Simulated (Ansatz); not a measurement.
**W (Fm-3m)**

Theory: DFT r2SCAN, scalar-relativistic, plane waves, PAW (Ansatz 0.2.0).

Settings: cutoff 500 eV, Γ-centred mesh 18×18×18 on the computed 1-atom cell, Gaussian smearing of 0.10 eV; no spin polarisation.

The structure is relaxed at this level of theory with its symmetry kept. This fcc form isn't the element's structure at ambient conditions.

Symmetry: Fm-3m, No. 225, cubic system. Conventional cell: a = 4.017 Å, b = 4.017 Å, c = 4.017 Å, α = 90.00°, β = 90.00°, γ = 90.00°. Around W (site symmetry m-3m) lie 12 W at 2.84 Å.

- Volume per atom: 16.21 Å³
- Formation energy from the elements' standard states (uncorrected): +0.560 eV/atom
- Generalised Kohn–Sham band gap: none (metal)
- Density of states at the Fermi level: 1.20 states/eV per cell
- Löwdin character within 0.5 eV of the Fermi level: W 5d 89 %, unprojected 5 %
- Bulk modulus: 304 GPa
- Its pressure derivative: 3.6
- Bader charges (e): W (1 in the cell) 0.00

Spin-orbit coupling is left out, which matters for the bands of heavy elements.